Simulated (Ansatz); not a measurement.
Sb:

```
Sb
1.0
     3.16000    0.00000    0.00000
     0.00000    3.16000    0.00000
     0.00000    0.00000    3.16000
Sb
1
Cartesian
  0.0000 0.0000 0.0000
```

This isn't the form of Sb at room conditions, which is rhombohedral.

* Program: Ansatz 0.2.0
* Task: relaxation of cell and atoms
* Functional: PBEsol
* Dispersion: D4
* Potentials or basis: Ansatz PAW
* Cutoff: 420 eV (not typed: the program's choice for these potentials)
* k mesh: 8 × 8 × 8
* Occupations: fermi-dirac, width 0.05 eV
* Spin: no spin polarisation

At the start: volume 31.55 Å³/atom.

Task: How do energy, volume and symmetry change on relaxing?

Result: It ends after 5 steps and the volume is 28.19 Å³/atom (-10.7 %); space group Pm-3m (No. 221, to 0.05 Å).

Step by step:
| step | energy change (eV) | largest force (eV/Å) | volume (Å³) |
| --- | --- | --- | --- |
| 1 | 0.0000 | 0.0000 | 31.55 |
| 2 | -0.0632 | 0.0000 | 27.16 |
| 3 | -0.0709 | 0.0000 | 28.37 |
| 4 | -0.0712 | 0.0000 | 28.19 |
| 5 | -0.0704 | 0.0000 | 28.19 |

Final structure:
```xyz
1
Lattice="3.0433 0.0000 0.0000 0.0000 3.0433 0.0000 0.0000 0.0000 3.0433" Properties=species:S:1:pos:R:3 pbc="T T T"
Sb    0.0000    0.0000    0.0000
```

Caveat: the plane-wave basis is chosen anew once the cell has moved, so the energies of steps on either side of that aren't comparable; the volume moved by -11 % from the deposited cell, more than functionals usually miss; pairwise dispersion overbinds metals, which lowers pressure and volume; the PAW data sets come from PBE, with cores solved anew for the run's functional, which leaves a small shift of forces and pressure.
